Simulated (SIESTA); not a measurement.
Runs of SIESTA 5.4.2 on Re. The structure is hexagonal, space group P6_3/mmc (No. 194). Conventional cell: a = 2.761 Å, b = 2.761 Å, c = 4.458 Å, α = 90.00°, β = 90.00°, γ = 120.00°. Re (site symmetry -6m2) has 12 Re at 2.74 to 2.76 Å as nearest neighbours. 

```tsv
task	level	potentials or basis	cell	optimiser	force tolerance	energy shift	gap on the mesh (eV)	pressure (GPa)	V0 of scaled cells (Å³/atom)	B0 (GPa)
relaxation of cell and atoms	PBEsol	PseudoDojo 0.4 standard (PBEsol files), DZP (energy shift 0.003 Ry; two zetas on semicore shells)	relaxed to 20 GPa	Broyden	0.01 eV/Å	0.003 Ry	none	20.0	-	-
equation of state	PBE	PseudoDojo 0.4 standard (PBE files), DZ (energy shift 0.01 Ry)	as given	-	-	0.01 Ry	-	-	14.31	(a)
relaxation of cell and atoms	vdW-DF-cx	PseudoDojo 0.4 standard (PBE files), DZP (energy shift 0.003 Ry; two zetas on semicore shells)	relaxed	-	0.04 eV/Å	0.003 Ry	none	0.2	-	-
equation of state	PBE	PseudoDojo 0.4 standard (PBE files), SZ (energy shift 0.003 Ry)	as given	-	-	0.003 Ry	-	-	14.68	(b)
band structure	vdW-DF-cx	PseudoDojo 0.4 standard (PBE files), DZP (energy shift 0.003 Ry; two zetas on semicore shells)	as given	-	-	0.003 Ry	none	0.8	-	-
band structure	PBE	SG15 1.2 (PBE files) or PseudoDojo by element, DZP (energy shift 0.003 Ry; two zetas on semicore shells)	as given	-	-	0.003 Ry	none	6.6	-	-
```

Alike in all rows: no spin polarisation; k mesh 11 × 11 × 6; smearing fermi-dirac 0.05 eV; grid cutoff 800 Ry.

**Question.** Fill in the values left out.

**Answer.** (a) 474; (b) 384.

Caveats: the basis of atomic orbitals isn't converged, which shifts pressures, moduli and gaps; short orbitals over semicore shells can move pressures by several GPa (some runs); the basis has no polarisation orbitals (some runs); the cell was scaled at fixed shape and fractional positions, which overstates the stiffness of a crystal with free parameters, most of all of layers and chains (some runs); the potentials were made for another functional, which shifts forces and pressure (some runs); spin-orbit coupling is left out, which moves the levels of the heavy elements (some runs); semicore shells carry a single zeta, which can move pressures by several GPa and volumes by a few percent (some runs).

A k mesh can miss the band edges, and the runs leave out spin-orbit coupling on Re.

A gap of «none» marks a metal or a gap under the smearing width.
